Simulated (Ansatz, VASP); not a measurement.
**ZnO (zincite): VASP beside Ansatz**

```
Zn O
1.0
     3.24931    0.00000    0.00000
    -1.62465    2.81398    0.00000
     0.00000    0.00000    5.20571
Zn O
2 2
Direct
  0.66667 0.33333 0.00000
  0.33333 0.66667 0.50000
  0.33333 0.66667 0.87901
  0.66667 0.33333 0.37901
```

Alike in both runs: functional PBEsol; k mesh 9 × 9 × 5; occupations fermi-dirac, width 0.05 eV; no spin polarisation.

|  | VASP | Ansatz |
| --- | --- | --- |
| version | VASP 6.6.1 | Ansatz 0.2.0 |
| potentials or method | VASP PAW PBE potentials, release 64 (Zn, O) | Ansatz PAW |
| plane-wave cutoff (eV) | 520 | 420 |
| valence electrons in the cell | 36 | 36 |
| task | single point | band structure |

|  | VASP | Ansatz | Ansatz less VASP |
| --- | --- | --- | --- |
| gap on the k mesh at the Fermi level (eV) | 0.69 | 0.70 | +0.014 |
| least direct gap on the mesh (eV) | 0.69 | 0.70 | +0.014 |
| pressure (GPa) | -0.5 | -1.4 | -0.96 |
| largest component of the traceless stress (GPa) | 1.15 | 1.10 | -0.045 |
| rms of the force components (eV/Å) | 0.038 | 0.036 | -0.0020 |

Atom by atom the forces differ by 0.002 eV/Å (rms over components).

Caveats: the PAW data sets were made with another functional, which shifts forces and pressure a little (VASP); the pressure holds a Pulay correction of +0.8 GPa for the finite cutoff (Ansatz); the PAW data sets come from PBE, with cores solved anew for the run's functional, which leaves a small shift of forces and pressure (Ansatz). A hybrid or GW would open this gap; PBEsol tends to underestimate it.
